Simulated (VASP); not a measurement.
# Sc (P6_3/mmc) in VASP: notebook

Runs on Sc. Level: PBE. Tasks: relaxation of cell and atoms, electrostatic potential.

Program: VASP 6.6.1. These are calculated values, not measurements. Logs are shortened: lines on timing, memory, paths and dates and some standing lists are left out, and cuts for length are marked.

## Step 1: The crystal as given

It takes space group P6_3/mmc (No. 194, hexagonal). The conventional cell has a = 3.270 Å, b = 3.270 Å, c = 5.090 Å, α = 90.00°, β = 90.00°, γ = 120.00°. Around Sc (site symmetry -6m2) lie 12 Sc at 3.17 to 3.27 Å.

The cell was built by a generator and needn't be a form met in nature.

## Step 2: Relaxation of cell and atoms, PBE

The input, INCAR:

```
PREC = Accurate
ENCUT = 230
EDIFF = 1E-6
ISMEAR = 1
SIGMA = 0.1
LREAL = False
LASPH = True
NELM = 120
ALGO = Normal
ISIF = 3
LWAVE = False
LCHARG = False
GGA = PE
IBRION = 2
NSW = 40
EDIFFG = -0.005
```

The input, KPOINTS:

```
Automatic mesh
0
Gamma
  14 14 8
```

The input, POSCAR:

```
Sc
1.0
    3.2700000000      0.0000000000      0.0000000000
   -1.6350000000      2.8319030700      0.0000000000
    0.0000000000      0.0000000000      5.0900000000
Sc
2
Direct
    0.3333333300      0.6666666700      0.2500000000
    0.6666666700      0.3333333300      0.7500000000
```

Potentials or basis: VASP PAW PBE potentials, release 64 (Sc_sv).

On the command line:

```bash
$ cat potpaw_PBE.64/Sc_sv/POTCAR > POTCAR
$ mpirun -np 1 vasp_std > vasp.out
```

OUTCAR:

```text
PREC = Accurate
   ENCUT = 230
   EDIFF = 1E-6
   ISMEAR = 1
   LREAL = False
   LASPH = True
   NELM = 120
   ISIF = 3
   GGA = PE
   IBRION = 2
   NSW = 40
   EDIFFG = -0.005

 ion  position               nearest neighbor table
   1  0.333  0.667  0.250-   2 3.17   2 3.17   2 3.17   2 3.17   2 3.17   2 3.17
   2  0.667  0.333  0.750-   1 3.17   1 3.17   1 3.17   1 3.17   1 3.17   1 3.17

  LATTYP: Found a hexagonal cell.
 ALAT       =     3.2700000000
 C/A-ratio  =     1.5565749235

  Lattice vectors:

 A1 = (   3.2700000000,   0.0000000000,   0.0000000000)
 A2 = (  -1.6350000000,   2.8319030700,   0.0000000000)
 A3 = (   0.0000000000,   0.0000000000,   5.0900000000)

Analysis of symmetry for initial positions (statically):
=====================================================================
 Subroutine PRICEL returns:
 Original cell was already a primitive cell.

 Routine SETGRP: Setting up the symmetry group for a
 hexagonal supercell.

 Subroutine GETGRP returns: Found 24 space group operations
 (whereof 12 operations were pure point group operations)
 out of a pool of 24 trial point group operations.

The static configuration has the point symmetry D_3d.
 The point group associated with its full space group is D_6h.

Analysis of symmetry for dynamics (positions and initial velocities):
=====================================================================
 Subroutine PRICEL returns:
 Original cell was already a primitive cell.

 Routine SETGRP: Setting up the symmetry group for a
 hexagonal supercell.

 Subroutine GETGRP returns: Found 24 space group operations
 (whereof 12 operations were pure point group operations)
 out of a pool of 24 trial point group operations.

The dynamic configuration has the point symmetry D_3d.
 The point group associated with its full space group is D_6h.

 Subroutine INISYM returns: Found 24 space group operations
 (whereof 12 operations are pure point group operations),
 and found     1 'primitive' translations

----------------------------------------------------------------------------------------

                                     Primitive cell

  volume of cell :      47.1350

  direct lattice vectors                    reciprocal lattice vectors
     3.270000000  0.000000000  0.000000000     0.305810398  0.176559715  0.000000000
    -1.635000000  2.831903070  0.000000000     0.000000000  0.353119431  0.000000000
     0.000000000  0.000000000  5.090000000     0.000000000  0.000000000  0.196463654

  length of vectors
     3.270000000  3.270000000  5.090000000     0.353119431  0.353119431  0.196463654

  position of ions in fractional coordinates (direct lattice)
     0.333333330  0.666666670  0.250000000
     0.666666670  0.333333330  0.750000000

  ion indices of the primitive-cell ions
   primitive index   ion index
                 1           1
                 2           2

----------------------------------------------------------------------------------------

 KPOINTS: Automatic mesh

Automatic generation of k-mesh.
 Grid dimensions read from file:
 generate k-points for:   14   14    8

 Generating k-lattice:

  Cartesian coordinates                     Fractional coordinates (reciprocal lattice)
     0.021843600  0.012611408  0.000000000     0.071428571  0.000000000  0.000000000
     0.000000000  0.025222816  0.000000000     0.000000000  0.071428571  0.000000000
     0.000000000  0.000000000  0.024557957     0.000000000  0.000000000  0.125000000

  Length of vectors
     0.025222816  0.025222816  0.024557957

  Shift w.r.t. Gamma in fractional coordinates (k-lattice)
     0.000000000  0.000000000  0.000000000

 Subroutine IBZKPT returns following result:
 ===========================================

 Found    120 irreducible k-points:

 Following reciprocal coordinates:
            Coordinates               Weight
  0.000000  0.000000  0.000000      1.000000
  0.071429  0.000000  0.000000      6.000000
  0.142857  0.000000  0.000000      6.000000
  0.214286  0.000000  0.000000      6.000000
  0.285714 -0.000000  0.000000      6.000000
  0.357143  0.000000  0.000000      6.000000
[... 16 lines left out ...]
  0.285714  0.285714  0.000000      6.000000
  0.357143  0.285714  0.000000      6.000000
 [... further k-points ...]
   k-points           NKPTS =    120   k-points in BZ     NKDIM =    120   number of bands    NBANDS=     15
   number of dos      NEDOS =    301   number of ions     NIONS =      2
   total plane-waves  NPLWV =   7168
   dimension x,y,z NGX =    16 NGY =   16 NGZ =   28
   dimension x,y,z NGXF=    32 NGYF=   32 NGZF=   56
   ions per type =               2
   NGX,Y,Z   is equivalent  to a cutoff of   8.13,  8.13,  9.15 a.u.
   NGXF,Y,Z  is equivalent  to a cutoff of  16.27, 16.27, 18.29 a.u.
 SYSTEM =  unknown system
   PREC   = accura    normal or accurate (medium, high low for compatibility)
   ISTART =      0    job   : 0-new  1-cont  2-samecut
   ICHARG =      2    charge: 1-file 2-atom 10-const
   ISPIN  =      1    spin polarized calculation?
   LNONCOLLINEAR =      F non collinear calculations
   LSORBIT =      F    spin-orbit coupling
   LASPH  =      T    aspherical Exc in radial PAW
   ENCUT  =  230.0 eV  16.90 Ry    4.11 a.u.   4.04  4.04  6.29*2*pi/ulx,y,z
   NELM   =    120;   NELMIN=  2; NELMDL= -5     # of ELM steps
   EDIFF  = 0.1E-05   stopping-criterion for ELM
   LREAL  =      F    real-space projection
   EDIFFG = -.5E-02   stopping-criterion for IOM
   NSW    =     40    number of steps for IOM
   IBRION =      2    ionic relax: 0-MD 1-quasi-New 2-CG
   NFREE  =      1    steps in history (QN), initial steepest desc. (CG)
   ISIF   =      3    stress and relaxation
   ISYM   =      2    0-nonsym 1-usesym 2-fastsym
   POTIM  = 0.5000    time-step for ionic-motion
   TEBEG  =    0.0;   TEEND  =   0.0 temperature during run
   PSTRESS=    0.0 pullay stress
   NELECT =      22.0000    total number of electrons
   NUPDOWN=      -1.0000    fix difference up-down
   EMIN   =  10.00;   EMAX   =-10.00  energy-range for DOS
   EFERMI =   0.00;   METHOD = LEGACY
   ISMEAR =     1;   SIGMA  =   0.10  broadening in eV -4-tet -1-fermi 0-gaus
   EFERMI_NEDOS =   21; number of points for ismear=-14 and -15
   IALGO  =     38    algorithm
   IMIX   =      4    mixing-type and parameters
     AMIX     =   0.40;   BMIX     =  1.00
     AMIX_MAG =   1.60;   BMIX_MAG =  1.00
  volume/ion in A,a.u.               =      23.57       159.04
  Fermi-wavevector in a.u.,A,eV,Ry     =   1.269895  2.399753 21.941202  1.612633
  Thomas-Fermi vector in A             =   2.402911
   LORBIT       =      0    0 simple, 1 ext, 2 COOP (PROOUT), +10 PAW based schemes
   GGA     = PE    functional components
   LHFCALC =     F    Hartree Fock is set to
   AEXX    =    0.0000 exact exchange contribution
   IVDW    =     0    specifies the selected vdW correction
   LEPSILON=     F    determine dielectric tensor
   LRPA    =     F    only Hartree local field effects (RPA)
 conjugate gradient relaxation of ions
 non-spin polarized calculation
 Methfessel and Paxton  Order N= 1 SIGMA  =   0.10
  energy-cutoff  :      230.00
  volume of cell :       47.14
 maximum number of plane-waves:       384
   NGX =  9   NGY =  9   NGZ = 13

--------------------------------------- Ionic step        1  -------------------------------------------

 number of electron      21.9999963 magnetization

 Free energy of the ion-electron system (eV)
  ---------------------------------------------------
  ext. energy  EPLUGINS =         0.00000000
  ---------------------------------------------------
  free energy    TOTEN  =       -12.46483396 eV

  energy without entropy =      -12.46646825  energy(sigma->0) =      -12.46537872

 E-fermi :   3.9567     XC(G=0): -10.0583

 val. band max:        3.9547473798   @ k =   0.2143   0.0000   0.2500
 cond. band min:       3.9585932001   @ k =   0.3571   0.2857   0.5000
 fundamental gap:      0.0038458203
 Fermi energy:         3.9566608272

 k-point     1 :       0.0000    0.0000    0.0000
  band No.  band energies     occupation
      1     -45.3320      2.00000
      2     -45.2414      2.00000
      3     -24.2174      2.00000
      4     -23.8196      2.00000
      5     -23.8196      2.00000
      6     -23.7430      2.00000
      7     -23.7430      2.00000
      8     -23.7105      2.00000
      9      -1.2632      2.00000
     10       2.2561      2.00000
     11       4.6705     -0.00000
     12       5.5991     -0.00000
     13       5.5991     -0.00000
     14       5.8782     -0.00000
     15       6.0778      0.00000
[... 397 lines left out ...]
 k-point    24 :       0.3571    0.2857    0.0000
  band No.  band energies     occupation
      1     -45.2473      2.00000
      2     -45.2384      2.00000
      3     -24.0753      2.00000
      4     -23.9919      2.00000
      5     -23.9909      2.00000
      6     -23.9378      2.00000
      7     -23.8971      2.00000
      8     -23.8956      2.00000
      9       3.0806      2.00000
     10       3.2794      2.00000
     11       3.3735      2.00000
     12       3.3905      2.00000
     13       4.9982     -0.00000
     14       5.0648     -0.00000
     15       6.1449      0.00000

 [... further k-points ...]

------------------------ aborting loop because EDIFF is reached ----------------------------------------

  FORCE on cell =-STRESS in cart. coord.  units (eV):
  Direction    XX          YY          ZZ          XY          YZ          ZX
  --------------------------------------------------------------------------------------
  -------------------------------------------------------------------------------------
  Total        0.3523627      0.3523627      0.2612704      0.0000000      0.0000000      0.0000000
  in kB       11.9772358     11.9772358      8.8808972      0.0000000      0.0000000      0.0000000
  external PRESSURE =      10.9451229 kB  Pullay stress =       0.0000000 kB
[... 165 lines left out ...]
  energy  without entropy=      -12.4685903204  energy(sigma->0) =      -12.46766121

--------------------------------------- Ionic step        6  -------------------------------------------

 number of electron      21.9999962 magnetization

 Free energy of the ion-electron system (eV)
  ---------------------------------------------------
  ext. energy  EPLUGINS =         0.00000000
  ---------------------------------------------------
  free energy    TOTEN  =       -12.46719714 eV

  energy without entropy =      -12.46858953  energy(sigma->0) =      -12.46766127

 E-fermi :   3.8687     XC(G=0):  -9.9992

 val. band max:        3.8626811835   @ k =   0.2857   0.0714   0.3750
 cond. band min:       3.8693174426   @ k =   0.2143   0.0000   0.0000
 fundamental gap:      0.0066362591
 Fermi energy:         3.8687207292

 k-point     1 :       0.0000    0.0000    0.0000
  band No.  band energies     occupation
      1     -45.4573      2.00000
      2     -45.3706      2.00000
      3     -24.3304      2.00000
      4     -23.9523      2.00000
      5     -23.9523      2.00000
      6     -23.8783      2.00000
      7     -23.8783      2.00000
      8     -23.8454      2.00000
      9      -1.3242      2.00000
     10       2.1927      2.00000
     11       4.5662     -0.00000
     12       5.4916     -0.00000
     13       5.4916     -0.00000
     14       5.7799     -0.00000
     15       5.9637      0.00000
[... 397 lines left out ...]
 k-point    24 :       0.3571    0.2857    0.0000
  band No.  band energies     occupation
      1     -45.3778      2.00000
      2     -45.3690      2.00000
      3     -24.1940      2.00000
      4     -24.1142      2.00000
      5     -24.1129      2.00000
      6     -24.0636      2.00000
      7     -24.0247      2.00000
      8     -24.0218      2.00000
      9       2.9871      2.00000
     10       3.1878      2.00000
     11       3.2860      2.00000
     12       3.3234      2.00000
     13       4.8998     -0.00000
     14       4.9656     -0.00000
     15       6.0350      0.00000

 [... further k-points ...]

------------------------ aborting loop because EDIFF is reached ----------------------------------------

  FORCE on cell =-STRESS in cart. coord.  units (eV):
  Direction    XX          YY          ZZ          XY          YZ          ZX
  --------------------------------------------------------------------------------------
  -------------------------------------------------------------------------------------
  Total       -0.0076169     -0.0076169     -0.0035024      0.0000000      0.0000000     -0.0000000
  in kB       -0.2551907     -0.2551907     -0.1173408      0.0000000      0.0000000     -0.0000000
  external PRESSURE =      -0.2092407 kB  Pullay stress =       0.0000000 kB
[... 17 lines left out ...]
  FREE ENERGIE OF THE ION-ELECTRON SYSTEM (eV)
  ---------------------------------------------------
  free  energy   TOTEN  =       -12.4671971359 eV

  energy  without entropy=      -12.4685895271  energy(sigma->0) =      -12.46766127

 reached required accuracy - stopping structural energy minimisation
```

Run time: 56 s. Hardware: 1 thread of Intel Xeon Platinum 8259CL at 2.50GHz (Skylake/Cascade Lake), shared host; peak memory 0.14 GiB.

These settings aren't checked as converged: the numbers below hold their error.

What came out:

```yaml
Free_energy: -12.4672 eV
Relaxed_volume: 23.91 Å³/atom
Relaxed_cell: a = 3.288 Å, b = 3.288 Å, c = 5.106 Å, α = 90.00°, β = 90.00°, γ = 120.00°
Space_group_after_relaxing_to_0.05_Å: P6_3/mmc (No. 194)
Energy_gained_by_relaxing: 1.2 meV/atom
Ionic_steps: 6
Band_gap_on_the_k_mesh: none (metal or under the smearing width)
```

Caveat: the cutoff is under 1.25 times the usual one of these potentials, so pressure, stress and relaxed cells hold a basis-set (Pulay) error.

## Step 3: Electrostatic potential, PBE

This run uses another cell than the first one, of 23.91 Å³/atom, 1.015 times its volume.

The input, INCAR:

```
PREC = Accurate ; ENCUT = 230
EDIFF = 1E-6 ; ISMEAR = 1
SIGMA = 0.1 ; LREAL = F
LASPH = T ; NELM = 100
ALGO = Normal ; ISIF = 2
LWAVE = F ; LCHARG = T
GGA = PE ; LVHAR = T
```

The input, KPOINTS:

```
regular mesh
0
Gamma
  14 14 8
```

The input, POSCAR:

```
Sc                                      
1.0
    3.2884380174      0.0000000000      0.0000000000
   -1.6442190087      2.8478708615     -0.0000000000
    0.0000000000      0.0000000000      5.1064067809
  Sc            
     2
Direct
     0.3333333300000021    0.6666666699999979    0.2500000000000000
     0.6666666699999979    0.3333333300000021    0.7500000000000000
```

Potentials or basis: VASP PAW PBE potentials, release 64 (Sc_sv).

On the command line:

```bash
$ cat potpaw_PBE.64/Sc_sv/POTCAR > POTCAR
$ mpirun -np 1 vasp_std > vasp.out
```

It took 20 s on 1 thread of Intel Xeon Platinum 8259CL at 2.50GHz (Skylake/Cascade Lake), shared host; peak memory 0.13 GiB.

It converged, with:

* Free energy: -12.4742 eV
* Band gap on the k mesh: none (metal or under the smearing width)

Levels at points of the mesh, in eV from the Fermi level:
| k point | band 9 | band 10 | band 11 | band 12 | band 13 | band 14 |
| --- | --- | --- | --- | --- | --- | --- |
| (0.00, 0.00, 0.00) | -5.19 | -1.68 | 0.70 | 1.62 | 1.62 | 1.91 |
| (0.50, 0.00, 0.00) | -1.64 | -1.10 | -0.71 | -0.34 | 1.35 | 1.35 |
| (0.00, 0.00, 0.50) | -3.61 | -3.61 | 1.01 | 1.01 | 1.53 | 1.53 |
| (0.50, 0.00, 0.50) | -1.52 | -1.52 | 0.07 | 0.07 | 1.33 | 1.33 |

Caveat: the cutoff is under 1.25 times the usual one of these potentials, so pressure, stress and relaxed cells hold a basis-set (Pulay) error.
